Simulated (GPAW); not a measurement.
# SnO2 (Pnnm) in GPAW: further runs, part 2 of 2

GPAW 26.7.0. Earlier steps stand in the parts before.

## Step 3: Optical spectrum, RPBE

File run.py:

```python
from ase import Atoms
from ase.dft.bandgap import bandgap
from ase.io import write
from gpaw import GPAW, PW
from gpaw.response.df import DielectricFunction

atoms = Atoms(['Sn', 'Sn', 'O', 'O', 'O', 'O'],
              cell=[[4.788004, 0.0, 0.0],
                    [0.0, 4.866582, 0.0],
                    [0.0, 0.0, 3.240898]],
              scaled_positions=[[0.0, 0.0, 0.0],
                                [0.5, 0.5, 0.5],
                                [0.708145, 0.678958, 0.0],
                                [0.208145, 0.821042, 0.5],
                                [0.791855, 0.178958, 0.5],
                                [0.291855, 0.321042, 0.0]],
              pbc=True)

calc = GPAW(mode=PW(550),
            xc='RPBE',
            kpts={'size': (5, 5, 7), 'gamma': True},
            occupations={'name': 'fermi-dirac', 'width': 0.001},
            nbands=43,
            convergence={'density': 1e-06},
            maxiter=150,
            txt='gpaw.txt')
atoms.calc = calc
energy = atoms.get_potential_energy()
calc.write('gs.gpw')
write('result.traj', atoms)
print(f'Energy: {energy:.6f} eV')
print('Fermi level:', round(calc.get_fermi_level(), 4), 'eV')
print(f'Gap: {bandgap(calc)[0]:.4f} eV, direct: {bandgap(calc, direct=True)[0]:.4f} eV')

dense = calc.fixed_density(kpts={'size': (4, 4, 5), 'gamma': True},
                           nbands=80, convergence={'bands': 74, 'eigenstates': 1e-7},
                           update_fermi_level=True, txt='dense.txt')
dense.write('dense.gpw', mode='all')

df = DielectricFunction('dense.gpw', frequencies={'type': 'nonlinear', 'domega0': 0.05, 'omega2': 10},
                        eta=0.1, ecut=50, nbands=74, intraband=False, txt='df.txt')
for direction in ['x', 'y', 'z']:
    df.get_dielectric_function(xc='RPA', direction=direction, filename=f'df_{direction}.csv')
    e0, e = df.get_macroscopic_dielectric_constant(xc='RPA', direction=direction)
    print(f'{direction}: static eps {e0:.4f} without, {e:.4f} with local fields')
```

Potentials or basis: the program's PAW data sets (release 1.2.1) made for this functional, pw.

Started as:

```console
$ OMP_NUM_THREADS=1 python run.py
```

gpaw.txt:

```text
__  _  _
 | _ |_)|_||  |
 |__||  | ||/\| - 26.7.0

Input parameters:
  mode=PW(ecut=550.0),
  convergence={'density': 1e-06},
  kpts=MonkhorstPack(size=(5, 5, 7), gamma=True),
  maxiter=150,
  nbands=43,
  occupations=Occupations(name='fermi-dirac', width=0.001),
  xc=XC(name='RPBE')

Diagonalizing LCAO Hamiltonian
Converting LCAO to pw mode
    .-----------.
   /|           |
  / |           |
 *  | O  Sn     |
 |  .------O----.
 | /        O  /
 |/  O        /
 Sn----------*

Atoms  # Å, Bohr magnetons
|   | symbol |        x |        y |        z |    initial magnetic moments |
|---|--------|----------|----------|----------|-----------------------------|
| 0 |     Sn | 0.000000 | 0.000000 | 0.000000 | ( 0.0000,  0.0000,  0.0000) |
| 1 |     Sn | 2.394002 | 2.433291 | 1.620449 | ( 0.0000,  0.0000,  0.0000) |
| 2 |      O | 3.390601 | 3.304205 | 0.000000 | ( 0.0000,  0.0000,  0.0000) |
| 3 |      O | 0.996599 | 3.995668 | 1.620449 | ( 0.0000,  0.0000,  0.0000) |
| 4 |      O | 3.791405 | 0.870914 | 1.620449 | ( 0.0000,  0.0000,  0.0000) |
| 5 |      O | 1.397403 | 1.562377 | 0.000000 | ( 0.0000,  0.0000,  0.0000) |

Unit cell  # Å
| periodic |        x |        y |        z |  lengths |    angles |
|----------|----------|----------|----------|----------|-----------|
|      yes | 4.788004 | 0.000000 | 0.000000 | 4.788004 | 90.000000 |
|      yes | 0.000000 | 4.866582 | 0.000000 | 4.866582 | 90.000000 |
|      yes | 0.000000 | 0.000000 | 3.240898 | 3.240898 | 90.000000 |

Number of symmetries: 4
Symmetry operations  # r_c * U_cc + t_c -> r_c
|   | kind |            matrix            |
|---|------|------------------------------|
| 0 |  E   |  1, 0, 0,  0, 1, 0,  0, 0, 1 |
| 1 |  σ   |  1, 0, 0,  0, 1, 0,  0, 0,-1 |
| 2 |  C2  | -1, 0, 0,  0,-1, 0,  0, 0, 1 |
| 3 |  i   | -1, 0, 0,  0,-1, 0,  0, 0,-1 |

BZ-sampling:
  Number of BZ points: 175
  Number of IBZ points: 52

  Monkhorst-Pack size: [5, 5, 7]
  Monkhorst-Pack shift: [0, 0, 0]

K-points  # in reciprocal-cell coordinates
|     |                                coordinates |     weight |
|-----|--------------------------------------------|------------|
|   0 | (  0.00000000,   0.00000000,   0.00000000) | 0.00571429 |
|   1 | (  0.00000000,   0.00000000,   0.14285714) | 0.01142857 |
|   2 | (  0.00000000,   0.00000000,   0.28571429) | 0.01142857 |
|   3 | (  0.00000000,   0.00000000,   0.42857143) | 0.01142857 |
|   4 | (  0.00000000,   0.20000000,   0.00000000) | 0.01142857 |
|   5 | (  0.00000000,   0.20000000,   0.14285714) | 0.02285714 |
|   6 | (  0.00000000,   0.20000000,   0.28571429) | 0.02285714 |
|   7 | (  0.00000000,   0.20000000,   0.42857143) | 0.02285714 |
|   8 | (  0.00000000,   0.40000000,   0.00000000) | 0.01142857 |
|   9 | (  0.00000000,   0.40000000,   0.14285714) | 0.02285714 |
| ... |                                            |            |
|  51 | (  0.40000000,   0.40000000,   0.42857143) | 0.02285714 |

Plane wave coefficients: 2232
Cutoff: 550.0 eV

Spin-components: 1 (collinear spins)
Bands:           43
Projectors:      32
Spin-degeneracy: 2
Datatype:        complex128

Parallelization:
  kpt:    1
  domain: 1
  band:   1

Density:
  Valence electrons: 52.0
  Components: 1
  Grid points: [27 27 18]
  Charge: 0.0  # |e|

Potential:
  Grid points: [27 27 18]

species:
  Sn:
    name:    Tin
    Z:       50.0
    valence: 14
    core:    36
    charge:  0.0  # [|e|]
    compensation charges:
      type: gauss
      rc: 0.38  # [Å]
      lmax: 2
    cutoffs:
      filter: 2.23  # [Å]
      core: 2.35  # [Å]
    projectors
    | kind |    occ | energy [eV] | rcut [Å] |
    |------|--------|-------------|----------|
    |   5s |  2.000 |     -10.465 |    1.201 |
    |   5p |  2.000 |      -3.644 |    1.270 |
    |   4d | 10.000 |     -25.852 |    1.185 |
    |    s |        |      16.747 |    1.201 |
    |    p |        |      23.567 |    1.270 |
    |    d |        |       1.359 |    1.185 |

    Using partial waves for Sn as LCAO basis

  O:
    name:    Oxygen
    Z:       8.0
    valence: 6
    core:    2
    charge:  0.0  # [|e|]
    compensation charges:
      type: gauss
      rc: 0.21  # [Å]
      lmax: 2
    cutoffs:
      filter: 1.17  # [Å]
      core: 0.83  # [Å]
    projectors
    | kind |    occ | energy [eV] | rcut [Å] |
    |------|--------|-------------|----------|
    |   2s |  2.000 |     -24.041 |    0.688 |
    |   2p |  4.000 |      -8.984 |    0.598 |
    |    s |        |       3.170 |    0.688 |
    |    p |        |      18.228 |    0.598 |
    |    d |        |       0.000 |    0.619 |

    Using partial waves for O as LCAO basis

Reference energy: -344211.140039  # eV

eigensolver:
  PPCG
  Converge bands: occupied
  niter=2

density mixing:
  MSR1-Mixer
  Pratt-step length: 0.05
  Maximum mixing coefficient: 0.75
  Old densities: 10
  SVD Regularization: 0.005
  Good broyden scale: 1.0
  Trust region scale: 1.0
  Backstep threshold: 4.0
  History deletion threshold: 6.0
  Fourier metric: weight=20.0, sigma=0.015

occupation numbers:
  Fermi-Dirac:
    width: 0.0010  # eV

poisson solver:
  ecut: 4400.0  # eV

xc functional:
  name: RPBE with 2 nearest neighbor stencil

convergence criteria:
- Maximum integral of absolute [dens]ity change: 1e-06 electrons / valence electron
- Maximum [total energy] change in last 3 cyles: 0.0005 eV / valence electron
- Maximum integral of absolute [eigenst]ate change: 4e-08 eV^2 / valence electron
maximum number of iterations: 150

SCF iterations
|iter     | |      energy | eigst |  dens |
|---------|-|-------------|-------|-------|
|iter:   1| |  -41.223094 | +0.32 |       |
|iter:   2| |  -39.779304 | -1.38 | -0.87 |
|iter:   3| |  -35.731228 | -0.82 | -0.93 |
|iter:   4| |  -35.717589 | -2.60 | -1.46 |
|iter:   5| |  -35.738898c| -3.19 | -1.77 |
|iter:   6| |  -35.739932c| -4.44 | -2.80 |
|iter:   7| |  -35.740194c| -5.19 | -3.19 |
|iter:   8| |  -35.740176c| -6.14 | -3.69 |
|iter:   9| |  -35.740179c| -7.36 | -4.17 |
|iter:  10| |  -35.740180c| -7.77c| -4.56 |
|iter:  11| |  -35.740180c| -7.93c| -5.25 |
|iter:  12| |  -35.740180c| -8.81c| -5.93 |
|iter:  13| |  -35.740180c| -9.60c| -6.31c|

Converged in 13 steps
Energy contributions relative to reference atoms: (reference = -344211.140039)

Energy contributions:
  Kinetic:          60.807533
  Coulomb:         -53.427520
  Zero:             -0.096918
  External:          0.000000
  Xc:              -43.023275
  Entropy:          -0.000000
  Spinorbit:         0.000000
  ----------------------------
  Free energy:     -35.740180
  Extrapolated:    -35.740180

dipole moment: (-15.614724, -15.870984, -28.800529)  # |e|*Ang

Fermi level: 5.581
Eigenvalues  # (at kpt = [0.000, 0.000, 0.000])
| band index |      eig [eV] | occ [0-2] |
|------------|---------------|-----------|
|          0 |       -15.476 |     2.000 |
|        ... |               |           |
|         18 |         2.775 |     2.000 |
|         19 |         3.647 |     2.000 |
|         20 |         3.668 |     2.000 |
|         21 |         4.369 |     2.000 |
|         22 |         4.405 |     2.000 |
|         23 |         4.904 |     2.000 |
|         24 |         4.913 |     2.000 |
|         25 |         5.517 |     2.000 |
|         26 |         6.421 |     0.000 |
|         27 |        11.391 |     0.000 |
|         28 |        11.739 |     0.000 |
|         29 |        11.897 |     0.000 |
|         30 |        15.838 |     0.000 |
|         31 |        16.223 |     0.000 |
|         32 |        16.946 |     0.000 |
|         33 |        17.397 |     0.000 |
|        ... |               |           |
|         42 |        25.416 |     0.000 |

Gap: 0.904 eV
Transition (v -> c):
  (s=0, k=0, n=25, [0.00, 0.00, 0.00]) -> (s=0, k=0, n=26, [0.00, 0.00, 0.00])
No difference between direct/indirect transitions
# Writing to gs.gpw (mode='')
```

It took 4 min on 1 thread of Arm Neoverse V2, shared host; peak memory 0.55 GiB.

What came out:

```yaml
Free_energy: -35.7402 eV
Band_gap_on_the_k_mesh: 0.90 eV, direct
```

Dielectric function (mean over the directions given):
```csv
energy (eV),real part,imaginary part
0.25,4.93,0.02
0.67,5.08,0.06
1.15,5.73,0.32
1.66,2.94,1.53
2.18,4.68,0.27
2.66,6.01,1.96
3.17,4.76,0.79
3.56,4.61,1.22
4.03,5.76,1.83
4.51,3.47,2.12
5.01,4.18,1.71
5.53,4.05,1.98
6.07,4.54,3.23
6.55,4.56,4.41
6.87,3.27,3.31
7.38,2.57,2.91
7.90,3.11,3.37
8.43,3.20,3.81
8.89,1.35,5.02
9.47,1.36,3.88
9.76,0.99,3.70
10.26,0.12,3.12
10.78,1.02,2.74
11.31,0.54,2.20
11.85,1.07,1.80
12.30,1.04,2.32
12.77,1.15,1.86
13.24,1.64,2.36
13.72,0.66,2.68
14.22,0.83,2.61
14.73,0.18,2.67
15.26,0.18,1.93
15.80,-0.10,1.84
16.21,0.06,1.79
16.78,0.09,1.85
17.36,-0.32,1.47
17.96,0.14,1.18
18.58,-0.23,0.99
19.22,0.36,0.85
19.87,0.02,0.99
```

Caveat: the k mesh is coarse; with so narrow a direct gap the onset needs a denser k mesh; the long-wavelength limit can be off by a per cent or two; spectra need much finer meshes, so this one isn't converged; independent-particle spectra lack excitons; spin-orbit coupling is left out, which moves the levels of the heavy elements; an odd mesh through Γ misses points on the zone boundary, where band edges often lie.

## Step 4: Optical spectrum, GLLB-SC

run.py, as its differences from that of step 3:

```diff
@@ -19,3 +19,3 @@
 calc = GPAW(mode=PW(550),
-            xc='RPBE',
+            xc='GLLBSC',
             kpts={'size': (5, 5, 7), 'gamma': True},
@@ -30,3 +30,2 @@
 write('result.traj', atoms)
-print(f'Energy: {energy:.6f} eV')
 print('Fermi level:', round(calc.get_fermi_level(), 4), 'eV')
```

Potentials or basis: the program's PAW data sets (release 1.2.1) made for this functional, pw.

Started as:

```console
$ OMP_NUM_THREADS=1 python run.py
```

gpaw.txt:

```text
___ ___ ___ _ _ _
 |   |   |_  | | | |
 | | | | | . | | | |
 |__ |  _|___|_____|  26.7.0
 |___|_|

Input parameters:
  convergence: {density: 1e-06}
  kpts: {gamma: True,
         size: (5, 5, 7)}
  maxiter: 150
  mode: {ecut: 550.0,
         name: pw}
  nbands: 43
  occupations: {name: fermi-dirac,
                width: 0.001}
  xc: GLLBSC

System changes: positions, numbers, cell, pbc, initial_charges, initial_magmoms

Initialize ...

species:
  Sn:
    name:    Tin
    Z:       50.0
    valence: 14
    core:    36
    charge:  0.0  # [|e|]
    compensation charges:
      type: gauss
      rc: 0.38  # [Å]
      lmax: 2
    cutoffs:
      filter: 2.23  # [Å]
      core: 2.35  # [Å]
    projectors
    | kind |    occ | energy [eV] | rcut [Å] |
    |------|--------|-------------|----------|
    |   5s |  2.000 |     -11.581 |    1.201 |
    |   5p |  2.000 |      -5.035 |    1.270 |
    |   4d | 10.000 |     -27.256 |    1.185 |
    |    s |        |      15.630 |    1.201 |
    |    p |        |      22.176 |    1.270 |
    |    d |        |      -0.045 |    1.185 |

    Using partial waves for Sn as LCAO basis

  O:
    name:    Oxygen
    Z:       8.0
    valence: 6
    core:    2
    charge:  0.0  # [|e|]
    compensation charges:
      type: gauss
      rc: 0.21  # [Å]
      lmax: 2
    cutoffs:
      filter: 1.17  # [Å]
      core: 0.83  # [Å]
    projectors
    | kind |    occ | energy [eV] | rcut [Å] |
    |------|--------|-------------|----------|
[... 97 lines left out ...]
  34 bands from LCAO basis set
  9 bands from random numbers

    .-----------.
   /|           |
  / |           |
 *  | O  Sn     |
 |  .------O----.
 | /        O  /
 |/  O        /
 Sn----------*

Atomic positions and initial magnetic moments

Positions:
   0 Sn     0.000000    0.000000    0.000000    ( 0.0000,  0.0000,  0.0000)
   1 Sn     2.394002    2.433291    1.620449    ( 0.0000,  0.0000,  0.0000)
   2 O      3.390601    3.304205    0.000000    ( 0.0000,  0.0000,  0.0000)
   3 O      0.996599    3.995668    1.620449    ( 0.0000,  0.0000,  0.0000)
   4 O      3.791405    0.870914    1.620449    ( 0.0000,  0.0000,  0.0000)
   5 O      1.397403    1.562377    0.000000    ( 0.0000,  0.0000,  0.0000)

Unit cell:
           periodic     x           y           z      points  spacing
  1. axis:    yes    4.788004    0.000000    0.000000    27     0.1773
  2. axis:    yes    0.000000    4.866582    0.000000    27     0.1802
  3. axis:    yes    0.000000    0.000000    3.240898    18     0.1800

  Lengths:   4.788004   4.866582   3.240898
  Angles:   90.000000  90.000000  90.000000

Effective grid spacing dv^(1/3) = 0.1792

iter:   1   -56.438416
iter:   2   -53.770158   -1.22  -0.84
iter:   3   -39.991194   -0.57  -0.88
iter:   4   -40.334633   -2.07  -1.20
iter:   5   -41.694017   -1.20  -1.46
iter:   6   -39.671558   -2.17  -1.40
iter:   7   -39.154787   -2.43  -2.01
iter:   8   -39.323402   -4.27  -2.38
iter:   9   -39.348428   -4.56  -2.89
iter:  10   -39.351929   -5.41  -3.36
iter:  11   -39.358687c  -5.86  -3.77
iter:  12   -39.361968c  -6.99  -4.44
iter:  13   -39.360510c  -7.45c -4.36
iter:  14   -39.359805c  -7.56c -4.79
iter:  15   -39.359958c  -8.74c -5.20
iter:  16   -39.360064c  -9.06c -5.46
iter:  17   -39.360045c  -9.65c -5.94
iter:  18   -39.360033c -10.17c -6.04c

Converged after 18 iterations.

Dipole moment: (-0.000000, -0.000000, -0.000000) |e|*Ang

Energy contributions relative to reference atoms: (reference = -344005.993459)

Kinetic:        +68.816545
Potential:      -57.889294
External:        +0.000000
XC:             -50.270090
Entropy (-ST):   -0.000000
Local:           -0.017195
SIC:             +0.000000
--------------------------
Free energy:    -39.360033
Extrapolated:   -39.360033

GLLBSC response reference energy: 2.45660 eV (from HOMO)

Showing only first 2 kpts
 Kpt  Band  Eigenvalues  Occupancy
  0    24      1.97722    2.00000
  0    25      2.45661    2.00000
  0    26      4.41104    0.00000
  0    27      9.48249    0.00000

  1    24      2.01139    2.00000
  1    25      2.34229    2.00000
  1    26      5.45906    0.00000
  1    27      9.76676    0.00000

Fermi level: 3.90054

Gap: 1.954 eV
Transition (v -> c):
  (s=0, k=0, n=25, [0.00, 0.00, 0.00]) -> (s=0, k=0, n=26, [0.00, 0.00, 0.00])
No difference between direct/indirect transitions
Writing to gs.gpw (mode='')
```

stdout:

```text
Fermi level: 3.9005 eV
Gap: 1.9544 eV, direct: 1.9544 eV
x: static eps 3.7995 without, 3.6581 with local fields
y: static eps 3.7928 without, 3.6887 with local fields
z: static eps 4.1115 without, 3.9587 with local fields
```

df.txt:

```text
NonLinearFrequencyDescriptor(from 0.000 to 60.424 eV, 346 points)
NonLinearFrequencyDescriptor(from 0.000 to 60.424 eV, 346 points)

Calculating chi0 body with:
    Ground state adapter containing:
    Number of spins: 1
    Number of kpoints: 80
    Number of irreducible kpoints: 30
    Number of completely occupied states: 26
    Number of partially occupied states: 26

    Linear response parametrization:
    q_c: [0.0, 0.0, 0.0]
    Number of frequency points: 346
    Planewave cutoff: 50.0
    Number of bands: 74
    Number of planewaves: 63
    Broadening (eta): 0.1

Integrating chi0 body.

Symmetries of q_c:
    Direct symmetries (Uq -> q): 4
    Indirect symmetries (TUq -> q): 0
In total 4 allowed symmetries.

Integral kind: spectral function

Calculating chi0 optical extensions with:
    Ground state adapter containing:
    Number of spins: 1
    Number of kpoints: 80
    Number of irreducible kpoints: 30
    Number of completely occupied states: 26
    Number of partially occupied states: 26

    Linear response parametrization:
    Number of frequency points: 346
    Planewave cutoff: 50.0
    Number of bands: 74
    Number of planewaves: 63
    Broadening (eta): 0.1
Integrating chi0 head and wings.

Symmetries of q_c:
    Direct symmetries (Uq -> q): 4
    Indirect symmetries (TUq -> q): 0
In total 4 allowed symmetries.

Integral kind: spectral function wings

Finished calculating chi0
```

Run time: 4.2 min. Hardware: 1 thread of Arm Neoverse V2, shared host; peak memory 0.57 GiB.

What came out:

- Band gap on the k mesh, Kohn-Sham part alone: 1.95 eV, direct

Dielectric function (mean over the directions given):
```
energy (eV)  real part  imaginary part
       0.25       3.77            0.00
       1.15       3.88            0.02
       2.18       4.56            0.27
       3.17       4.59            0.37
       4.16       4.48            0.97
       5.16       3.63            1.17
       6.15       4.48            1.65
       7.12       3.90            3.84
       8.16       2.53            2.67
       9.18       3.25            3.84
      10.06       1.78            3.26
      11.09       0.45            2.31
      12.08       0.82            1.61
      13.00       1.31            1.65
      14.10       1.84            1.86
      15.13       0.56            2.37
      16.21       0.19            1.88
      17.36       0.23            1.31
      18.58      -0.01            1.14
      19.87       0.25            0.73
```

Caveat: the k mesh is coarse; a model potential gives levels but no total energy; with so narrow a direct gap the onset needs a denser k mesh; the long-wavelength limit can be off by a per cent or two; response on these states lacks terms of the Hamiltonian; spectra need much finer meshes, so this one isn't converged; independent-particle spectra lack excitons; spin-orbit coupling is left out, which moves the levels of the heavy elements; an odd mesh through Γ misses points on the zone boundary, where band edges often lie.

## Step 5: Summary

| task | level | potentials or basis | k mesh | cutoff (eV) | smearing | band path | band points | response ecut | eta | response k mesh | gap on the mesh (eV) |
| --- | --- | --- | --- | --- | --- | --- | --- | --- | --- | --- | --- |
| band structure | r2SCAN | GPAW PAW data sets (gpaw-data 1.2.1), pw | 4 × 4 × 6 | 800 | fermi-dirac 0.05 eV | GXSYGZURTZ,YT,UX,SR | 60 | - | - | - | 1.45 |
| optical spectrum | RPBE | the program's PAW data sets (release 1.2.1) made for this functional, pw | 5 × 5 × 7 | 550 | fermi-dirac 0.001 eV | - | - | 50 eV | 0.1 eV | 4 × 4 × 5 | 0.90 |
| optical spectrum | GLLB-SC | the program's PAW data sets (release 1.2.1) made for this functional, pw | 5 × 5 × 7 | 550 | fermi-dirac 0.001 eV | - | - | 50 eV | 0.1 eV | 4 × 4 × 5 | - |

Alike in all rows: no spin polarisation; cell as given.

Caveats: spin-orbit coupling is left out, which moves the levels of the heavy elements; with so narrow a direct gap the onset needs a denser k mesh (some runs); the long-wavelength limit can be off by a per cent or two (some runs); spectra need much finer meshes, so this one isn't converged (some runs); independent-particle spectra lack excitons (some runs); an odd mesh through Γ misses points on the zone boundary, where band edges often lie (some runs).

Total energies depend on the potentials used, so only differences within one code and one set of settings carry meaning.
